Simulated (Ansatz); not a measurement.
This Ansatz 0.2.0 run on Si needs a look.

File input.yaml:

```yaml
crystal:
  lattice:
    - [0.0, 2.7218511865, 2.7218511865]
    - [2.7218511865, 0.0, 2.7218511865]
    - [2.7218511865, 2.7218511865, 0.0]
  atoms:
    - { symbol: Si, position: [0.5, 0.5, 0.5] }
    - { symbol: Si, position: [0.75, 0.75, 0.75] }
hamiltonian:
  xc: blyp
  pseudopotentials: { kind: paw, source: ansatz }
  dispersion: d3bj
kpoints:
  mp_grid: { grid: [0, 8, 8] }
scf:
  occupations: { method: fixed }
  max_iter: 100
output:
  forces: true
  stress: true
  eigenvalues: true
```

Potentials or basis: Ansatz PAW earlier set.

Run with:

```console
$ ansatz run input.yaml --threads 1 --pin off --max-ram 2560MiB --backend cpu --events-out ev --progress --plain --runs-dir out
```

Output:

```text
Error: invalid value for `kpoints.mp_grid.grid`: each dimension must be in 1..=255
```

Diagnose the run.

The program refused the input. The input holds a flaw that was put in on purpose: a mesh with a zero or a mesh and a spacing (kpoints.mp_grid.grid = [0, 8, 8]).
